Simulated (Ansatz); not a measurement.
**RbCl: how the settings move a single-point run**

How sensitive is a single-point run of RbCl to its settings? A reference run comes first, then one run with altered input.

Computed with Ansatz 0.2.0 (reference: DFT, PBEsol, all-electron PAW with datasets made for the crystal, scalar-relativistic, unless a step's input says otherwise).

1 further run of the same task is left out (set aside as unsound or not needed).

## (1) Starting point

The structure is cubic, space group Fm-3m (No. 225). The conventional cell has a = 6.617 Å, b = 6.617 Å, c = 6.617 Å, α = 90.00°, β = 90.00°, γ = 90.00°. Rb (site symmetry m-3m) is surrounded by 6 Cl at 3.31 Å. Cl (site symmetry m-3m) is surrounded by 6 Rb at 3.31 Å.

Coordinates:

```
Rb Cl
1.0
     0.00000    3.30871    3.30871
     3.30871    0.00000    3.30871
     3.30871    3.30871    0.00000
Rb Cl
1 1
Direct
  0.00000 0.00000 0.00000
  0.50000 0.50000 0.50000
```

## (2) The reference run

Input file input.yaml:

```yaml
crystal:
  lattice:
    - [0.0, 3.308707329, 3.308707329]
    - [3.308707329, 0.0, 3.308707329]
    - [3.308707329, 3.308707329, 0.0]
  atoms:
    - { symbol: Rb, position: [0.0, 0.0, 0.0] }
    - { symbol: Cl, position: [0.5, 0.5, 0.5] }
kpoints:
  mp_grid: { grid: [8, 8, 8] }
  band_path:
    path:
      - [0.0, 0.0, 0.0]
      - [0.5, 0.0, 0.5]
      - [0.625, 0.25, 0.625]
      - [0.375, 0.375, 0.75]
      - [0.0, 0.0, 0.0]
      - [0.5, 0.5, 0.5]
      - [0.5, 0.25, 0.75]
      - [0.5, 0.0, 0.5]
    npoints: 8
scf:
  occupations: { method: fermi_dirac, width: 0.02 }
hamiltonian:
  xc: pbesol
  pseudopotentials: { kind: all_electron, datasets: crystal }
output:
  forces: true
  stress: true
  eigenvalues: true
  efg: { contact_densities: true }
```

Started as:

```bash
$ ansatz run input.yaml --threads 1 --pin off --max-ram 2048MiB --backend cpu --events-out ev --progress --plain --runs-dir out
```

## (3) Changing settings: mp_grid.grid [3, 3, 3], mp_grid.shift [0.5, 0.5, 0.5], occupations.method methfessel_paxton, occupations.width 0.15

input.yaml: that of step 2 with these lines changed.

```diff
@@ -9,3 +9,3 @@
 kpoints:
-  mp_grid: { grid: [8, 8, 8] }
+  mp_grid: { grid: [3, 3, 3], shift: [0.5, 0.5, 0.5] }
   band_path:
@@ -22,3 +22,3 @@
 scf:
-  occupations: { method: fermi_dirac, width: 0.02 }
+  occupations: { method: methfessel_paxton, width: 0.15 }
 hamiltonian:
```

Before running it: what results should come out? Wanted: for each run, ending; energy change; pressure; gap; force.

As calculated:

| run | ending | energy change | pressure (GPa) | gap (eV) | force (eV/Å) | cycles | time |
| --- | --- | --- | --- | --- | --- | --- | --- |
| reference | converged | 0 | -0.5 | 4.80 | 0.00 | 7 | 4.3 s |
| 1: mp_grid.grid [3, 3, 3], mp_grid.shift [0.5, 0.5, 0.5], occupations.method methfessel_paxton, occupations.width 0.15 | converged | -0.2 meV/atom (σ→0) | -0.5 | 5.51 | 0.00 | 8 | 3.3 s |

Residual by cycle in the longest SCF loop of each run; runs are numbered as in the table. The quantity is the density residual dr2, in eV.

| cycle | reference | run 1 |
| --- | --- | --- |
| 1 | 1.16 | 1.16 |
| 2 | 0.0889 | 0.0888 |
| 3 | 0.0159 | 0.0157 |
| 4 | 1.8e-4 | 2.1e-4 |
| 5 | 8.1e-6 | 1.1e-5 |
| 6 | 4.2e-7 | 4.3e-7 |
| 7 | 5.4e-8 | 8.1e-8 |
| 8 | - | 3.6e-10 |

What this shows: Changing the k-point mesh and smearing moves the energy by -0.2 meV/atom (σ→0 values), and the gap on the mesh goes from 4.80 to 5.51 eV. More than one kind of setting changed, and this run alone doesn't tell their shares apart. A gap read on a mesh depends on which points the mesh holds, and a coarse mesh shifts the density too.

The gaps are Kohn-Sham values of a semilocal functional, not quasiparticle or optical gaps. Such gaps usually fall short of the measured ones.
